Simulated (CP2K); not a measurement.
Crystal: LiH.

```
Li H
1.0
     2.88040    0.00000    0.00000
     1.44020    2.49450    0.00000
     1.44020    0.83150    2.35184
Li H
1 1
Direct
  0.00000 0.00000 0.00000
  0.50000 0.50000 0.50000
```

Program: CP2K 2026.2. Alike in all runs: task band structure; no spin polarisation; cell as given; k mesh 11 × 11 × 11.

**Question.** Order these runs on this cell by their band gap on the k mesh, lowest first.
A. level r2SCAN; potentials or basis POTENTIAL_UZH Li GTH-SCAN-q3, H GTH-SCAN-q1; TZVP-MOLOPT-SCAN-GTH basis; smearing fermi-dirac 0.0259 eV; EPS_DEFAULT 1.0E-9; NGRIDS 4; points a segment of the path (NPOINTS) 8; bands added on the path 4; CUTOFF of the grids 800 Ry
B. level TB-mBJ; potentials or basis POTENTIAL_UZH Li GTH-PBE-q3, H GTH-PBE-q1; TZVP-MOLOPT-PBE-GTH basis; smearing fermi-dirac 0.05 eV; EPS_DEFAULT 1.0E-10; NGRIDS 5; points a segment of the path (NPOINTS) 10; bands added on the path 2; CUTOFF of the grids 800 Ry
C. level LDA; potentials or basis GTH_POTENTIALS Li GTH-PADE-q3, H GTH-PADE-q1; TZVP-MOLOPT-PBE-GTH basis; smearing fermi-dirac 0.0259 eV; EPS_DEFAULT 1.0E-10; NGRIDS 5; points a segment of the path (NPOINTS) 8; bands added on the path 6; CUTOFF of the grids 550 Ry
D. level PBEsol; potentials or basis POTENTIAL_UZH Li GTH-PBE-q3, H GTH-PBE-q1; TZVP-MOLOPT-PBE-GTH basis; smearing fermi-dirac 0.01 eV; EPS_DEFAULT 1.0E-9; NGRIDS 4; points a segment of the path (NPOINTS) 10; bands added on the path 2; CUTOFF of the grids 550 Ry

**Answer.** C (3.02 eV), D (3.18 eV), A (3.94 eV), B (4.15 eV).

Caveats: the mesh misses the band edges, which the band path finds closer together; the basis of atomic orbitals isn't converged, which shifts pressures, moduli and gaps; this is a model potential without an energy functional, so only levels have meaning (some runs).

Runs at the PBE level aren't shown here.
